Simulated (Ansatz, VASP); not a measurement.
# One calculation of Hf, two programs

The input INCAR:

```
SYSTEM = Hf
PREC = Accurate
ENCUT = 520
EDIFF = 1E-7
ISMEAR = -1
SIGMA = 0.05
LREAL = .False.
LASPH = .True.
NELM = 60
ALGO = Normal
ISIF = 2
LWAVE = .False.
LCHARG = .False.
GGA = PS
NBANDS = 11
```

File KPOINTS:

```
Automatic mesh
0
Gamma
  10 10 10
  0 0 0
```

POSCAR

```
Hf
1.0
   -1.8404011445      1.8404011445      1.8404011445
    1.8404011445     -1.8404011445      1.8404011445
    1.8404011445      1.8404011445     -1.8404011445
Hf
1
Direct
    0.0000000000      0.0000000000      0.0000000000
```

Contents of input.yaml:

```yaml
crystal:
  lattice:
    - [-1.8404011445, 1.8404011445, 1.8404011445]
    - [1.8404011445, -1.8404011445, 1.8404011445]
    - [1.8404011445, 1.8404011445, -1.8404011445]
  atoms:
    - { symbol: Hf, position: [0.0, 0.0, 0.0] }
hamiltonian:
  xc: pbesol
  pseudopotentials: { kind: paw }
kpoints:
  mp_grid: { grid: [10, 10, 10] }
scf:
  occupations: { method: fermi_dirac, width: 0.05 }
output:
  forces: true
  stress: true
  eigenvalues: true
```

Change from the starting cell: volume scaled by 1.06.

Alike in both runs: task single point; functional PBEsol; k mesh 10 × 10 × 10; occupations fermi-dirac, width 0.05 eV; no spin polarisation.

|  | VASP | Ansatz |
| --- | --- | --- |
| version | VASP 6.6.1 | Ansatz 0.2.0 |
| potentials or method | VASP PAW PBE potentials, release 64 (Hf_pv) | Ansatz PAW |
| plane-wave cutoff (eV) | 520 | 420 |
| valence electrons in the cell | 10 | 26 |

VASP gave:

```
gap on the k mesh at the Fermi level (eV) : none
pressure (GPa)                            : -13.2
```

What did Ansatz give for the same quantities?

gap on the k mesh at the Fermi level (eV): none; pressure (GPa): -12.9.

A gap of «none» marks a metal or a gap that the smearing closes. With one functional, cell and mesh, what is left measures potentials, basis and numerics. The two sets of potentials don't hold the same shells in valence.

Caveats: the PAW data sets were made with another functional, which shifts forces and pressure a little (VASP); the PAW data sets come from PBE, with cores solved anew for the run's functional, which leaves a small shift of forces and pressure (Ansatz). Spin-orbit coupling is left out, which matters for the levels of Hf.
